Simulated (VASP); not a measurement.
# Tl (P6_3/mmc) in VASP: notebook

The runs below take Tl through single point, relaxation of cell and atoms, with PBE.

All numbers are computed with VASP 6.6.1; they aren't measurements. Logs are shortened: lines on timing, memory, paths and dates and some standing lists are left out, and cuts for length are marked.

## 1. The crystal as given

Symmetry: P6_3/mmc, No. 194, hexagonal system. Conventional cell: a = 3.508 Å, b = 3.508 Å, c = 5.832 Å, α = 90.00°, β = 90.00°, γ = 120.00°. Around Tl (site symmetry -6m2) lie 12 Tl at 3.51 to 3.55 Å.

## 2. Single point, PBE

Input file INCAR:

```
SYSTEM = Tl
PREC = Accurate ; ENCUT = 520
EDIFF = 1E-6 ; ISMEAR = 0
SIGMA = 0.05 ; LREAL = .False.
LASPH = .True. ; NELM = 100
ALGO = Fast ; ISIF = 2
LWAVE = .False. ; LCHARG = .False.
GGA = PE ; NBANDS = 20
```

Input file KPOINTS:

```
Automatic mesh
0
Gamma
  6 6 4
  0 0 0
```

Input file POSCAR:

```
Tl
1.0
    3.5084562874      0.0000000000      0.0000000000
   -1.7542281437      3.0384122730      0.0000000000
    0.0000000000      0.0000000000      5.8324791687
Tl
2
Direct
    0.3333333333      0.6666666667      0.7500000000
    0.6666666667      0.3333333333      0.2500000000
```

Potentials or basis: VASP PAW PBE potentials, release 64 (Tl_d).

Started as:

```bash
cat potpaw_PBE.64/Tl_d/POTCAR > POTCAR
mpirun -np 1 vasp_std > vasp.out
```

OUTCAR:

```text
SYSTEM = Tl
   PREC = Accurate
   ENCUT = 520
   EDIFF = 1E-6
   ISMEAR = 0
   LREAL = .False.
   LASPH = .True.
   NELM = 100
   ISIF = 2
   GGA = PE

 ion  position               nearest neighbor table
   1  0.333  0.667  0.750-   2 3.55   2 3.55   2 3.55   2 3.55   2 3.55   2 3.55
   2  0.667  0.333  0.250-   1 3.55   1 3.55   1 3.55   1 3.55   1 3.55   1 3.55

  LATTYP: Found a hexagonal cell.
 ALAT       =     3.5084562874
 C/A-ratio  =     1.6624061100

  Lattice vectors:

 A1 = (   3.5084562874,   0.0000000000,   0.0000000000)
 A2 = (  -1.7542281437,   3.0384122730,   0.0000000000)
 A3 = (   0.0000000000,   0.0000000000,   5.8324791687)

Analysis of symmetry for initial positions (statically):
=====================================================================
 Subroutine PRICEL returns:
 Original cell was already a primitive cell.

 Routine SETGRP: Setting up the symmetry group for a
 hexagonal supercell.

 Subroutine GETGRP returns: Found 24 space group operations
 (whereof 12 operations were pure point group operations)
 out of a pool of 24 trial point group operations.

The static configuration has the point symmetry D_3d.
 The point group associated with its full space group is D_6h.

Analysis of symmetry for dynamics (positions and initial velocities):
=====================================================================
 Subroutine PRICEL returns:
 Original cell was already a primitive cell.

 Routine SETGRP: Setting up the symmetry group for a
 hexagonal supercell.

 Subroutine GETGRP returns: Found 24 space group operations
 (whereof 12 operations were pure point group operations)
 out of a pool of 24 trial point group operations.

The dynamic configuration has the point symmetry D_3d.
 The point group associated with its full space group is D_6h.

 Subroutine INISYM returns: Found 24 space group operations
 (whereof 12 operations are pure point group operations),
 and found     1 'primitive' translations

----------------------------------------------------------------------------------------

                                     Primitive cell

  volume of cell :      62.1750

  direct lattice vectors                    reciprocal lattice vectors
     3.508456287  0.000000000  0.000000000     0.285025640  0.164559630  0.000000000
    -1.754228144  3.038412273  0.000000000     0.000000000  0.329119260  0.000000000
     0.000000000  0.000000000  5.832479169     0.000000000  0.000000000  0.171453677

  length of vectors
     3.508456287  3.508456287  5.832479169     0.329119260  0.329119260  0.171453677

  position of ions in fractional coordinates (direct lattice)
     0.333333333  0.666666667  0.750000000
     0.666666667  0.333333333  0.250000000

  ion indices of the primitive-cell ions
   primitive index   ion index
                 1           1
                 2           2

----------------------------------------------------------------------------------------

 KPOINTS: Automatic mesh

Automatic generation of k-mesh.
 Grid dimensions read from file:
 generate k-points for:    6    6    4

 Generating k-lattice:

  Cartesian coordinates                     Fractional coordinates (reciprocal lattice)
     0.047504273  0.027426605  0.000000000     0.166666667 -0.000000000  0.000000000
     0.000000000  0.054853210  0.000000000     0.000000000  0.166666667  0.000000000
     0.000000000  0.000000000  0.042863419     0.000000000  0.000000000  0.250000000

  Length of vectors
     0.054853210  0.054853210  0.042863419

  Shift w.r.t. Gamma in fractional coordinates (k-lattice)
     0.000000000  0.000000000  0.000000000

 Subroutine IBZKPT returns following result:
 ===========================================

 Found     21 irreducible k-points:

 Following reciprocal coordinates:
            Coordinates               Weight
  0.000000  0.000000  0.000000      1.000000
  0.166667  0.000000  0.000000      6.000000
  0.333333  0.000000  0.000000      6.000000
  0.500000  0.000000  0.000000      3.000000
  0.166667  0.166667  0.000000      6.000000
  0.333333  0.166667  0.000000     12.000000
[... 13 lines left out ...]
  0.333333  0.166667  0.500000     12.000000
  0.333333  0.333333  0.500000      2.000000
   k-points           NKPTS =     21   k-points in BZ     NKDIM =     21   number of bands    NBANDS=     20
   number of dos      NEDOS =    301   number of ions     NIONS =      2
   total plane-waves  NPLWV =  37632
   dimension x,y,z NGX =    28 NGY =   28 NGZ =   48
   dimension x,y,z NGXF=    56 NGYF=   56 NGZF=   96
   ions per type =               2
   NGX,Y,Z   is equivalent  to a cutoff of  13.27, 13.27, 13.68 a.u.
   NGXF,Y,Z  is equivalent  to a cutoff of  26.54, 26.54, 27.36 a.u.
 SYSTEM =  Tl
   PREC   = accura    normal or accurate (medium, high low for compatibility)
   ISTART =      0    job   : 0-new  1-cont  2-samecut
   ICHARG =      2    charge: 1-file 2-atom 10-const
   ISPIN  =      1    spin polarized calculation?
   LNONCOLLINEAR =      F non collinear calculations
   LSORBIT =      F    spin-orbit coupling
   LASPH  =      T    aspherical Exc in radial PAW
   ENCUT  =  520.0 eV  38.22 Ry    6.18 a.u.   6.52  6.52 10.84*2*pi/ulx,y,z
   NELM   =    100;   NELMIN=  2; NELMDL= -5     # of ELM steps
   EDIFF  = 0.1E-05   stopping-criterion for ELM
   LREAL  =      F    real-space projection
   EDIFFG = 0.1E-04   stopping-criterion for IOM
   NSW    =      0    number of steps for IOM
   IBRION =     -1    ionic relax: 0-MD 1-quasi-New 2-CG
   NFREE  =      0    steps in history (QN), initial steepest desc. (CG)
   ISIF   =      2    stress and relaxation
   ISYM   =      2    0-nonsym 1-usesym 2-fastsym
   POTIM  = 0.5000    time-step for ionic-motion
   TEBEG  =    0.0;   TEEND  =   0.0 temperature during run
   PSTRESS=    0.0 pullay stress
   NELECT =      26.0000    total number of electrons
   NUPDOWN=      -1.0000    fix difference up-down
   EMIN   =  10.00;   EMAX   =-10.00  energy-range for DOS
   EFERMI =   0.00;   METHOD = LEGACY
   ISMEAR =     0;   SIGMA  =   0.05  broadening in eV -4-tet -1-fermi 0-gaus
   EFERMI_NEDOS =   21; number of points for ismear=-14 and -15
   IALGO  =     68    algorithm
   IMIX   =      4    mixing-type and parameters
     AMIX     =   0.40;   BMIX     =  1.00
     AMIX_MAG =   1.60;   BMIX_MAG =  1.00
  volume/ion in A,a.u.               =      31.09       209.79
  Fermi-wavevector in a.u.,A,eV,Ry     =   1.224223  2.313446 20.391359  1.498723
  Thomas-Fermi vector in A             =   2.359306
   LORBIT       =      0    0 simple, 1 ext, 2 COOP (PROOUT), +10 PAW based schemes
   GGA     = PE    functional components
   LHFCALC =     F    Hartree Fock is set to
   AEXX    =    0.0000 exact exchange contribution
   IVDW    =     0    specifies the selected vdW correction
   LEPSILON=     F    determine dielectric tensor
   LRPA    =     F    only Hartree local field effects (RPA)
 non-spin polarized calculation
 RMM-DIIS sequential band-by-band and
 Gauss-broadening in eV      SIGMA  =   0.05
  energy-cutoff  :      520.00
  volume of cell :       62.18
 maximum number of plane-waves:      1708
 NGX is ok and might be reduce to    28
   NGX = 13   NGY = 13   NGZ = 21

 number of electron      25.9999995 magnetization

 Free energy of the ion-electron system (eV)
  ---------------------------------------------------
  ext. energy  EPLUGINS =         0.00000000
  ---------------------------------------------------
  free energy    TOTEN  =        -4.43568370 eV

  energy without entropy =       -4.43437818  energy(sigma->0) =       -4.43503094

 E-fermi :   5.8272     XC(G=0):  -9.7826

 val. band max:        5.7372546855   @ k =   0.3333   0.0000   0.0000
 cond. band min:       5.8505546855   @ k =   0.3333   0.3333   0.2500
 fundamental gap:      0.1133000001
 Fermi energy:         5.8271642556

 k-point     1 :       0.0000    0.0000    0.0000
  band No.  band energies     occupation
      1      -5.9253      2.00000
      2      -5.7957      2.00000
      3      -5.7567      2.00000
      4      -5.7567      2.00000
      5      -5.7207      2.00000
      6      -5.7207      2.00000
[... 12 lines left out ...]
     19      16.0746      0.00000
     20      16.4366      0.00000

 k-point     2 :       0.1667    0.0000    0.0000
  band No.  band energies     occupation
      1      -5.8970      2.00000
      2      -5.7885      2.00000
      3      -5.7465      2.00000
      4      -5.6758      2.00000
      5      -5.6735      2.00000
      6      -5.6581      2.00000
[... 12 lines left out ...]
     19      15.4380      0.00000
     20      16.8438      0.00000

 k-point     3 :       0.3333    0.0000    0.0000
  band No.  band energies     occupation
      1      -5.9957      2.00000
      2      -5.8318      2.00000
      3      -5.8216      2.00000
      4      -5.7179      2.00000
      5      -5.6437      2.00000
      6      -5.5774      2.00000
[... 12 lines left out ...]
     19      14.1157      0.00000
     20      15.8766      0.00000

 k-point     4 :       0.5000    0.0000    0.0000
  band No.  band energies     occupation
      1      -6.0495      2.00000
      2      -5.9003      2.00000
      3      -5.8748      2.00000
      4      -5.7475      2.00000
      5      -5.6208      2.00000
      6      -5.5852      2.00000
[... 12 lines left out ...]
     19      13.7865      0.00000
     20      15.3974      0.00000

 k-point     5 :       0.1667    0.1667    0.0000
  band No.  band energies     occupation
      1      -5.8496      2.00000
      2      -5.8441      2.00000
      3      -5.7702      2.00000
      4      -5.7185      2.00000
      5      -5.6799      2.00000
      6      -5.6274      2.00000
[... 12 lines left out ...]
     19      14.8243      0.00000
     20      17.0068      0.00000

 k-point     6 :       0.3333    0.1667    0.0000
  band No.  band energies     occupation
      1      -5.9244      2.00000
      2      -5.8920      2.00000
      3      -5.7796      2.00000
      4      -5.7369      2.00000
      5      -5.6172      2.00000
      6      -5.6120      2.00000
[... 12 lines left out ...]
     19      13.5353      0.00000
     20      16.7774      0.00000

 k-point     7 :       0.3333    0.3333    0.0000
  band No.  band energies     occupation
      1      -5.9269      2.00000
      2      -5.7257      2.00000
      3      -5.7257      2.00000
      4      -5.6856      2.00000
      5      -5.6856      2.00000
      6      -5.6404      2.00000
[... 12 lines left out ...]
     19      12.0126      0.00000
     20      21.2064      0.00000
[... 208 lines left out ...]
 k-point    17 :       0.3333    0.0000    0.5000
  band No.  band energies     occupation
      1      -5.9156      2.00000
      2      -5.9156      2.00000
      3      -5.8240      2.00000
      4      -5.8240      2.00000
      5      -5.5688      2.00000
      6      -5.5688      2.00000
[... 12 lines left out ...]
     19      14.4809      0.00000
     20      14.4809      0.00000

 k-point    18 :       0.5000    0.0000    0.5000
  band No.  band energies     occupation
      1      -5.9421      2.00000
      2      -5.9421      2.00000
      3      -5.9028      2.00000
      4      -5.9028      2.00000
      5      -5.5623      2.00000
      6      -5.5623      2.00000
[... 12 lines left out ...]
     19      14.1764      0.00000
     20      14.1764      0.00000

 k-point    19 :       0.1667    0.1667    0.5000
  band No.  band energies     occupation
      1      -5.8551      2.00000
      2      -5.8551      2.00000
      3      -5.7570      2.00000
      4      -5.7570      2.00000
      5      -5.6226      2.00000
      6      -5.6226      2.00000
[... 12 lines left out ...]
     19      17.1395      0.00000
     20      17.1395      0.00000

 k-point    20 :       0.3333    0.1667    0.5000
  band No.  band energies     occupation
      1      -5.8823      2.00000
      2      -5.8823      2.00000
      3      -5.8101      2.00000
      4      -5.8101      2.00000
      5      -5.6050      2.00000
      6      -5.6050      2.00000
[... 12 lines left out ...]
     19      15.9433      0.00000
     20      15.9433      0.00000

 k-point    21 :       0.3333    0.3333    0.5000
  band No.  band energies     occupation
      1      -5.8562      2.00000
      2      -5.8562      2.00000
      3      -5.6923      2.00000
      4      -5.6923      2.00000
      5      -5.6010      2.00000
      6      -5.6010      2.00000
[... 12 lines left out ...]
     19      15.8991      0.00000
     20      15.8992      0.00000

------------------------ aborting loop because EDIFF is reached ----------------------------------------

  FORCE on cell =-STRESS in cart. coord.  units (eV):
  Direction    XX          YY          ZZ          XY          YZ          ZX
  --------------------------------------------------------------------------------------
  -------------------------------------------------------------------------------------
  Total       -0.0017787     -0.0017787      0.0064515      0.0000000      0.0000000     -0.0000000
  in kB       -0.0458358     -0.0458358      0.1662473      0.0000000      0.0000000     -0.0000000
  external PRESSURE =       0.0248586 kB  Pullay stress =       0.0000000 kB

 VOLUME and BASIS-vectors are now :
 -----------------------------------------------------------------------------
  energy-cutoff  :      520.00
  volume of cell :       62.18
      direct lattice vectors                 reciprocal lattice vectors
     3.508456287  0.000000000  0.000000000     0.285025640  0.164559630  0.000000000
    -1.754228144  3.038412273  0.000000000     0.000000000  0.329119260  0.000000000
     0.000000000  0.000000000  5.832479169     0.000000000  0.000000000  0.171453677

 POSITION                                       TOTAL-FORCE (eV/Angst)
 -----------------------------------------------------------------------------------
     -0.00000      2.02561      4.37436         0.000000     -0.000000      0.000000
      1.75423      1.01280      1.45812        -0.000000      0.000000      0.000000
 -----------------------------------------------------------------------------------
    total drift:                               -0.000000      0.000000      0.000000

  FREE ENERGIE OF THE ION-ELECTRON SYSTEM (eV)
  ---------------------------------------------------
  free  energy   TOTEN  =        -4.4356836958 eV

  energy  without entropy=       -4.4343781790  energy(sigma->0) =       -4.43503094
```

Wall time 16 s (1 thread of Intel Xeon Platinum 8559C (Emerald Rapids), shared host); peak memory 0.18 GiB.

Results:

```
Free energy            : -4.4357 eV
Pressure               : 0.0 GPa
Band gap on the k mesh : none (metal or under the smearing width)
```

## 3. Relaxation of cell and atoms, PBE

This run uses another cell than the first one, of 28.68 Å³/atom, 0.923 times its volume.

Input file INCAR:

```
PREC = Accurate ; ENCUT = 600
EDIFF = 1E-6 ; ISMEAR = 0
SIGMA = 0.05 ; LREAL = False
LASPH = True ; NELM = 100
ALGO = Fast ; ISIF = 3
LWAVE = False ; LCHARG = False
GGA = PE ; IBRION = 2
NSW = 80 ; EDIFFG = -0.03
```

Input file KPOINTS:

```
regular mesh
0
Gamma
  6 6 4
```

Input file POSCAR:

```
Tl
1.0
    3.4600000000      0.0000000000      0.0000000000
   -1.7300000000      2.9964478971      0.0000000000
    0.0000000000      0.0000000000      5.5325400000
Tl
2
Direct
    0.3333333333      0.6666666667      0.7500000000
    0.6666666667      0.3333333333      0.2500000000
```

Potentials or basis: VASP PAW PBE potentials, release 64 (Tl_d).

Started as:

```bash
cat potpaw_PBE.64/Tl_d/POTCAR > POTCAR
mpirun -np 1 vasp_std > vasp.out
```

It took 66 s on 1 thread of Intel Xeon Platinum 8559C (Emerald Rapids), shared host; peak memory 0.19 GiB.

It converged, with:

```
Free energy                            : -4.4342 eV
Relaxed volume                         : 31.23 Å³/atom
Relaxed cell                           : a = 3.516 Å, b = 3.516 Å, c = 5.835 Å, α = 90.00°, β = 90.00°, γ = 120.00°
Space group after relaxing (to 0.05 Å) : P6_3/mmc (No. 194)
Energy gained by relaxing              : 28.5 meV/atom
Ionic steps                            : 7
Pressure after relaxing                : -0.1 GPa
Band gap on the k mesh                 : none (metal or under the smearing width)
```

Stress tensor (GPa, compression positive):
```
-0.14  0.00  0.00
 0.00 -0.14  0.00
 0.00  0.00 -0.02
```

Step by step:
| step | energy change (eV) | largest force (eV/Å) | pressure (GPa) | volume (Å³) |
| --- | --- | --- | --- | --- |
| 1 | 0.0000 | 0.0000 | 2.97 | 57.36 |
| 2 | -0.0555 | 0.0000 | 0.06 | 61.87 |
| 3 | -0.0562 | 0.0000 | -0.03 | 62.24 |
| 4 | -0.0561 | 0.0000 | -0.32 | 62.99 |
| 5 | -0.0564 | 0.0000 | -0.08 | 62.51 |
| 6 | -0.0564 | 0.0000 | -0.18 | 62.65 |
| 7 | -0.0570 | 0.0000 | -0.10 | 62.46 |

Final structure:
```yaml
crystal:
  lattice:
    - [3.51575, 0.00000, 0.00000]
    - [-1.75787, 3.04473, 0.00000]
    - [0.00000, 0.00000, 5.83463]
  atoms:
    - { symbol: Tl, position: [0.33333, 0.66667, 0.75000] }
    - { symbol: Tl, position: [0.66667, 0.33333, 0.25000] }
```

Levels at points of the mesh, in eV from the Fermi level:
```
           k point  band 9  band 10  band 11  band 12  band 13  band 14  band 15  band 16  band 17
(0.00, 0.00, 0.00)  -11.21   -11.21    -9.57    -5.58    -2.69     7.74     7.74     9.23     9.53
(0.50, 0.00, 0.00)  -11.18   -11.15    -5.66    -4.61    -1.05     0.17     1.24     3.45     3.91
(0.00, 0.00, 0.50)  -11.29   -11.29    -8.33    -8.33     2.49     2.49     8.58     8.58     8.58
(0.50, 0.00, 0.50)  -11.16   -11.16    -4.81    -4.81    -2.09    -2.09     5.32     5.32     5.35
```

Spin-orbit coupling is left out, which matters for the levels of Tl.
